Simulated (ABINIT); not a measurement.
Runs of ABINIT 10.8.3 (patched build) on SrO. Symmetry: Fm-3m, No. 225, cubic system. Conventional cell: a = 5.133 Å, b = 5.133 Å, c = 5.133 Å, α = 90.00°, β = 90.00°, γ = 90.00°. Around Sr (site symmetry m-3m) lie 6 O at 2.57 Å. O (site symmetry m-3m) has 6 Sr at 2.57 Å as nearest neighbours. 

```csv
task,level,potentials or basis,k mesh,cutoff (eV),fine-grid cutoff,gap on the mesh (eV),pressure (GPa)
band structure,LDA,PseudoDojo NC SR LDA v0.4 stringent,9 × 9 × 9,1252,-,3.22,-4.0
band structure,BP86,JTH PAW PBE v2.0,9 × 9 × 9,626,1224.51 eV,3.39,2.7
band structure,LDA,PseudoDojo NC SR LDA v0.4.1 standard,9 × 9 × 9,1143,-,3.22,-4.0
band structure,r2SCAN,JTH PAW LDA v2.0,9 × 9 × 9,762,1360.57 eV,(a),(b)
single point,r2SCAN,JTH PAW PBE v2.0,12 × 12 × 12,762,1360.57 eV,3.80,(c)
single point,PBEsol,JTH PAW PBE v2.0,12 × 12 × 12,626,1224.51 eV,3.20,-0.8
```

Alike in all rows: no spin polarisation; cell as given; smearing fermi-dirac 0.05 eV.

Q: Estimate the missing entries.

A: (a) 3.86; (b) 1.0; (c) 1.1.

Caveats: the PAW data sets were made with another functional, which shifts forces and pressure a little (some runs).

A k mesh can miss the band edges, and the runs leave out spin-orbit coupling on Sr.
